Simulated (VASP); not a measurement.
# GaAs in VASP: notebook, part 2 of 2

VASP 6.6.1. The steps go on from the part before.

## Step 3: Work function, PBEsol

This run uses another cell than the first one, of 50.84 Å³/atom, 1.500 times its volume.

INCAR reads:

```
PREC = Accurate
ENCUT = 520
EDIFF = 1E-6
ISMEAR = 0
SIGMA = 0.05
LREAL = False
LASPH = True
NELM = 100
ALGO = Fast
ISIF = 2
LWAVE = False
LCHARG = True
LDIPOL = True
IDIPOL = 3
DIPOL = 0.5 0.5 0.500
GGA = PS
LVHAR = True
LVACPOTAV = True
KPAR = 8
```

KPOINTS reads:

```
regular mesh
0
Gamma
  4 6 1
```

POSCAR reads:

```
GaAs
1.0
    5.6537000000      0.0000000000      0.0000000000
    0.0000000000      3.9977696090      0.0000000000
    0.0000000000      0.0000000000     35.9921936294
Ga As
8 8
Direct
    0.5000000000      0.5000000000      0.3056218277
    1.0000000000      1.0000000000      0.3611584484
    0.5000000000      0.5000000000      0.4166950690
    1.0000000000      1.0000000000      0.4722316897
    0.5000000000      0.5000000000      0.5277683103
    1.0000000000      1.0000000000      0.5833049310
    0.5000000000      0.5000000000      0.6388415516
    1.0000000000      1.0000000000      0.6943781723
    0.7500000000      1.0000000000      0.3056218277
    0.2500000000      0.5000000000      0.3611584484
    0.7500000000      1.0000000000      0.4166950690
    0.2500000000      0.5000000000      0.4722316897
    0.7500000000      1.0000000000      0.5277683103
    0.2500000000      0.5000000000      0.5833049310
    0.7500000000      1.0000000000      0.6388415516
    0.2500000000      0.5000000000      0.6943781723
```

Potentials or basis: VASP PAW PBE potentials, release 64 (Ga_d, As).

Started as:

```console
> cat potpaw_PBE.64/Ga_d/POTCAR potpaw_PBE.64/As/POTCAR > POTCAR
> mpirun -np 8 vasp_std > vasp.out
```

OUTCAR:

```text
PREC = Accurate
   ENCUT = 520
   EDIFF = 1E-6
   ISMEAR = 0
   LREAL = False
   LASPH = True
   NELM = 100
   ISIF = 2
   GGA = PS

 ion  position               nearest neighbor table
   1  0.500  0.500  0.306-   9 2.45   9 2.45  10 2.45
   2  0.000  0.000  0.361-  11 2.45  10 2.45  10 2.45   9 2.45
   3  0.500  0.500  0.417-  10 2.45  11 2.45  11 2.45  12 2.45
   4  0.000  0.000  0.472-  13 2.45  12 2.45  12 2.45  11 2.45
   5  0.500  0.500  0.528-  12 2.45  13 2.45  13 2.45  14 2.45
   6  0.000  0.000  0.583-  15 2.45  14 2.45  14 2.45  13 2.45
   7  0.500  0.500  0.639-  14 2.45  15 2.45  15 2.45  16 2.45
   8  0.000  0.000  0.694-  16 2.45  16 2.45  15 2.45
   9  0.750  0.000  0.306-   1 2.45   1 2.45   2 2.45
  10  0.250  0.500  0.361-   3 2.45   2 2.45   2 2.45   1 2.45
  11  0.750  0.000  0.417-   2 2.45   3 2.45   3 2.45   4 2.45
  12  0.250  0.500  0.472-   5 2.45   4 2.45   4 2.45   3 2.45
  13  0.750  0.000  0.528-   4 2.45   5 2.45   5 2.45   6 2.45
  14  0.250  0.500  0.583-   7 2.45   6 2.45   6 2.45   5 2.45
  15  0.750  0.000  0.639-   6 2.45   7 2.45   7 2.45   8 2.45
  16  0.250  0.500  0.694-   8 2.45   8 2.45   7 2.45

  LATTYP: Found a simple orthorhombic cell.
 ALAT       =     3.9977696090
 B/A-ratio  =     1.4142135623
 C/A-ratio  =     9.0030684981

  Lattice vectors:

 A1 = (   0.0000000000,  -3.9977696090,   0.0000000000)
 A2 = (   5.6537000000,   0.0000000000,   0.0000000000)
 A3 = (   0.0000000000,   0.0000000000,  35.9921936294)

Analysis of symmetry for initial positions (statically):
=====================================================================
 Subroutine PRICEL returns:
 Original cell was already a primitive cell.

 Routine SETGRP: Setting up the symmetry group for a
 simple orthorhombic supercell.

 Subroutine GETGRP returns: Found  4 space group operations
 (whereof  2 operations were pure point group operations)
 out of a pool of  8 trial point group operations.

The static configuration has the point symmetry C_1h.
 The point group associated with its full space group is C_2v.

Analysis of symmetry for dynamics (positions and initial velocities):
[... 163 lines left out ...]
 maximum number of plane-waves:     22006
   NGX = 21   NGY = 15   NGZ =133

 dipolmoment           0.000000      0.000000     -0.000000 electrons x Angstroem

 number of electron     144.0000005 magnetization

 dipolmoment           0.000000      0.000000      0.000000 electrons x Angstroem

 Free energy of the ion-electron system (eV)
  ---------------------------------------------------
  ext. energy  EPLUGINS =         0.00000000
  ---------------------------------------------------
  free energy    TOTEN  =       -69.31298294 eV

  energy without entropy =      -69.31298293  energy(sigma->0) =      -69.31298293

 E-fermi :  -0.8199     XC(G=0):  -4.7762

 val. band max:       -0.9970491576   @ k =   0.0000   0.0000   0.0000
 cond. band min:      -0.6425813688   @ k =   0.0000   0.0000   0.0000
 fundamental gap:      0.3544677888
 Fermi energy:        -0.8198603316

 k-point     1 :       0.0000    0.0000    0.0000
  band No.  band energies     occupation
      1     -15.9131      2.00000
      2     -15.9127      2.00000
      3     -15.8989      2.00000
      4     -15.8985      2.00000
      5     -15.8919      2.00000
      6     -15.8757      2.00000
[... 1033 lines left out ...]
     83       3.3204      0.00000
     84       3.3628      0.00000
 [bands above 84 left out]

------------------------ aborting loop because EDIFF is reached ----------------------------------------

  FORCE on cell =-STRESS in cart. coord.  units (eV):
  Direction    XX          YY          ZZ          XY          YZ          ZX
  --------------------------------------------------------------------------------------
  -------------------------------------------------------------------------------------
  Total       -1.4171558     -1.0794251      1.8776738      0.0000000      0.0000000      0.0000000
  in kB       -2.7910611     -2.1259071      3.6980425      0.0000000      0.0000000      0.0000000
  external PRESSURE =      -0.4063086 kB  Pullay stress =       0.0000000 kB

 VOLUME and BASIS-vectors are now :
 -----------------------------------------------------------------------------
  energy-cutoff  :      520.00
  volume of cell :      813.50
      direct lattice vectors                 reciprocal lattice vectors
     5.653700000  0.000000000  0.000000000     0.176875321  0.000000000  0.000000000
     0.000000000  3.997769609  0.000000000     0.000000000  0.250139477  0.000000000
     0.000000000  0.000000000 35.992193629     0.000000000  0.000000000  0.027783803

 POSITION                                       TOTAL-FORCE (eV/Angst)
 -----------------------------------------------------------------------------------
      2.82685      1.99888     11.00000         1.004773      0.000000      1.272965
      0.00000      0.00000     12.99888        -0.306676      0.000000      0.241232
      2.82685      1.99888     14.99777         0.257185      0.000000      0.157794
      0.00000      0.00000     16.99665        -0.019341      0.000000     -0.007988
      2.82685      1.99888     18.99554        -0.019341      0.000000      0.007988
      0.00000      0.00000     20.99442         0.257185      0.000000     -0.157794
[... 8 lines left out ...]
      4.24027      0.00000     22.99331        -0.624745      0.000000      0.504153
      1.41342      1.99888     24.99219        -0.185884      0.000000      1.310388
 -----------------------------------------------------------------------------------
    total drift:                                0.000742      0.000000     -0.000000

  FREE ENERGIE OF THE ION-ELECTRON SYSTEM (eV)
  ---------------------------------------------------
  free  energy   TOTEN  =       -69.3129829373 eV

  energy  without entropy=      -69.3129829290  energy(sigma->0) =      -69.31298293

 vacuum level on the upper side and lower side of the slab         3.794         3.794
```

Wall time 12 min (8 MPI ranks of Intel Xeon Platinum 8375C at 2.90GHz (Ice Lake), shared host); peak memory 1 GiB.

What came out:

```yaml
Free_energy: -69.3130 eV
Largest_force: 1.622 eV/Å
Band_gap_on_the_k_mesh: 0.35 eV, direct
Ionisation_potential_of_the_upper_face: 4.79 eV
```

Forces on the atoms (eV/Å):
```
Ga   1.005  0.000  1.273
Ga  -0.307  0.000  0.241
Ga   0.257  0.000  0.158
Ga  -0.019  0.000 -0.008
Ga  -0.019  0.000  0.008
Ga   0.257  0.000 -0.158
Ga  -0.307  0.000 -0.241
Ga   1.005  0.000 -1.273
As  -0.186  0.000 -1.310
As  -0.625  0.000 -0.504
As  -0.042  0.000  0.088
As  -0.083  0.000 -0.090
As  -0.083  0.000  0.090
As  -0.042  0.000 -0.088
As  -0.625  0.000  0.504
As  -0.186  0.000  1.310
```

Caveat: the PAW data sets were made with another functional, which shifts forces and pressure a little. Expect the measured gap to be larger: semilocal functionals such as PBEsol lack the derivative discontinuity.
